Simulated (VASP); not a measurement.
A run of VASP 6.6.1 is set up as follows.

Contents of INCAR:

```
  ALGO = Fast
  EDIFF = 1E-6
  ENCUT = 520
  GGA = PS
  ISIF = 2
  ISMEAR = 0
  LASPH = T
  LCHARG = T
  LELF = T
  LREAL = F
  LVHAR = T
  LWAVE = F
  NBANDS = 21
  NELM = 100
  PREC = Accurate
  SIGMA = 0.05
```

KPOINTS

```
k-points
0
Gamma
  12 12 4
```

POSCAR

```
Si
1.0
    3.8402969286      0.0000000000      0.0000000000
   -1.9201484643      3.3257946983      0.0000000000
    0.0000000000      0.0000000000      9.4067679359
Si
6
Direct
    0.0000000000      0.0000000000      0.0000000000
    0.3333333333      0.6666666667      0.0833333333
    0.3333333333      0.6666666667      0.3333333333
    0.6666666667      0.3333333333      0.4166666667
    0.6666666667      0.3333333333      0.6666666667
    0.0000000000      0.0000000000      0.7500000000
```

Potentials or basis: VASP PAW PBE potentials, release 64 (Si).

The run is started by

```console
$ cat potpaw_PBE.64/Si/POTCAR > POTCAR
$ mpirun -np 1 vasp_std > vasp.out
```

Problem. Estimate the band gap on the k mesh.

Solution. 0.50 eV.

Problem. What does it give for the pressure?

Solution. 0.2 GPa.

Caveat: the PAW data sets were made with another functional, which shifts forces and pressure a little. A k mesh can miss the band edges.
